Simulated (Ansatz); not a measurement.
# Al6Ru: Electrostatic potentials at the Al nuclei

Cell: a computed structure from the Materials Project (it need not be an observed phase), atoms as given.

Space group Cmcm (No. 63); a = 7.4595, b = 6.5203, c = 8.9130 Å.

| site | Wyckoff | site symmetry | x | y | z |
| --- | --- | --- | --- | --- | --- |
| Al1 | 8e | 2.. | 0.3190 | 0.0000 | 0.0000 |
| Al5 | 8f | m.. | 0.5000 | 0.6428 | 0.0984 |
| Al9 | 8g | ..m | 0.3191 | 0.2981 | 0.2500 |
| Ru | 4c | m2m | 0.5000 | 0.9650 | 0.2500 |

One atom of each set is listed; the run and its k-mesh use a cell of 14 atoms with edges of 4.95, 4.95, 8.91 Å.

All values are calculated (Ansatz; DFT, r2SCAN, plane waves and PAW (field gradients read without the response of the frozen cores, which leaves them typically 4 to 6 % off), scalar-relativistic, 500 eV cutoff, Γ-centred 7×7×4 k-points, Fermi–Dirac smearing 0.05 eV), not measured.

The potential at a nucleus is that of all electrons and the other nuclei. A higher potential binds the core electrons more strongly, so differences between sites of one element are the initial-state part of core-level shifts.

(1) Rank the Al sites by the potential at the nucleus, lowest first, and give each against the lowest.
A. Al9: 2 Ru at 2.56–2.62 Å, 9 Al at 2.70–2.96 Å
B. Al5: 1 Ru at 2.50 Å, 10 Al at 2.56–2.95 Å
C. Al1: 2 Ru at 2.62 Å, 9 Al at 2.70–2.96 Å

Answers

(1) C (0.00 V), B (0.13 V), A (0.47 V).
